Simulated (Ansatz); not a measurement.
# Ge: the cost of one run

Program: Ansatz 0.2.0. Level of theory: DFT PBEsol, scalar-relativistic, plane waves, PAW. These are calculated values, not measurements.

2 further runs of the same task are left out: 1 that didn't finish, 1 set aside as unsound or not needed.

## (1) The starting structure

Symmetry: I4_1/amd, No. 141, tetragonal system. Conventional cell: a = 5.126 Å, b = 5.126 Å, c = 2.794 Å, α = 90.00°, β = 90.00°, γ = 90.00°. Ge (site symmetry -4m2) is surrounded by 6 Ge at 2.66 to 2.79 Å.

Coordinates:

```
CELL_PARAMETERS angstrom
-2.56376 2.56211 1.39680
2.56376 -2.56211 1.39680
2.56376 2.56211 -1.39680
ATOMIC_POSITIONS crystal
Ge 0.12465 0.87465 0.25000
Ge 0.87535 0.12535 0.75000
```

It goes back to an entry of the Materials Project, which need not be the stable form.

It is the result of an earlier relaxation at this level (volume 18.35 Å³/atom; gap on the mesh: none (metal)).

## (2) The undisturbed cell

File input.yaml:

```yaml
crystal:
  lattice:
    - [-2.5637634457, 2.5621121131, 1.3967991573]
    - [2.5637634457, -2.5621121131, 1.3967991573]
    - [2.5637634457, 2.5621121131, -1.3967991573]
  atoms:
    - { symbol: Ge, position: [0.1246462076, 0.8746462076, 0.25] }
    - { symbol: Ge, position: [0.8753537924, 0.1253537924, 0.75] }
basis:
  ecutwfc: 420
kpoints:
  mp_grid: { grid: [26, 26, 26] }
hamiltonian:
  xc: pbesol
scf:
  occupations: { method: gaussian, width: 0.15 }
output:
  forces: true
  stress: true
  eigenvalues: true
```

Launch:

```
$ ansatz run input.yaml --threads 1 --pin off --max-ram 2560MiB --backend cpu --events-out ev --progress --plain --runs-dir out
```

**Question.** How long does this run take on 1 thread of Intel Xeon 6975P-C (Granite Rapids), shared host, and how much memory does it need?

About 35 s, with a peak of 1.5 GiB.
